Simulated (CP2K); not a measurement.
Runs of CP2K 2026.2 on CdSe. Symmetry: Fm-3m, No. 225, cubic system. The conventional cell has a = 5.748 Å, b = 5.748 Å, c = 5.748 Å, α = 90.00°, β = 90.00°, γ = 90.00°. Cd (site symmetry m-3m) is surrounded by 6 Se at 2.87 Å. Se (site symmetry m-3m) has 6 Cd at 2.87 Å as nearest neighbours. Measurements of this composition are mostly on another form, of space group No. 186.

| level | potentials or basis | smearing | EPS_DEFAULT | NGRIDS | points a segment of the path (NPOINTS) | bands added on the path | CUTOFF of the grids | gap on the mesh (eV) | pressure (GPa) |
| --- | --- | --- | --- | --- | --- | --- | --- | --- | --- |
| PBE | POTENTIAL_UZH Cd GTH-PBE-q12, Se GTH-PBE-q6; TZVP-MOLOPT-PBE-GTH basis | fermi-dirac 0.05 eV | 1.0E-9 | 4 | 6 | 2 | 450 Ry | none | 0.1 |
| PBEsol | POTENTIAL_UZH Cd GTH-PBE-q12, Se GTH-PBE-q6; TZVP-MOLOPT-PBE-GTH basis | fermi-dirac 0.05 eV | 1.0E-10 | 4 | 6 | 6 | 450 Ry | none | (a) |
| r2SCAN | POTENTIAL_UZH Cd GTH-SCAN-q12, Se GTH-SCAN-q6; TZVP-MOLOPT-SCAN-GTH basis | fermi-dirac 0.05 eV | 1.0E-10 | 4 | 10 | 6 | 675 Ry | none | -2.0 |
| PBE | POTENTIAL_UZH Cd GTH-PBE-q12, Se GTH-PBE-q6; TZVP-MOLOPT-PBE-GTH basis | fermi-dirac 0.01 eV | 1.0E-9 | 4 | 10 | 4 | 450 Ry | none | 0.1 |
| LDA | GTH_POTENTIALS Cd GTH-PADE-q12, Se GTH-PADE-q6; TZVP-MOLOPT-PBE-GTH basis | fermi-dirac 0.01 eV | 1.0E-9 | 5 | 10 | 2 | 450 Ry | none | -5.6 |

Alike in all rows: task band structure; no spin polarisation; cell as given; k mesh 8 × 8 × 8.

Fill in the values left out.

(a) -2.9.

Caveats: the basis of atomic orbitals isn't converged, which shifts pressures, moduli and gaps; the potentials were made for another functional, which shifts forces and pressure (some runs).

A k mesh can miss the band edges, and the runs leave out spin-orbit coupling on Cd, Se.

A gap of «none» marks a metal or a gap under the smearing width.
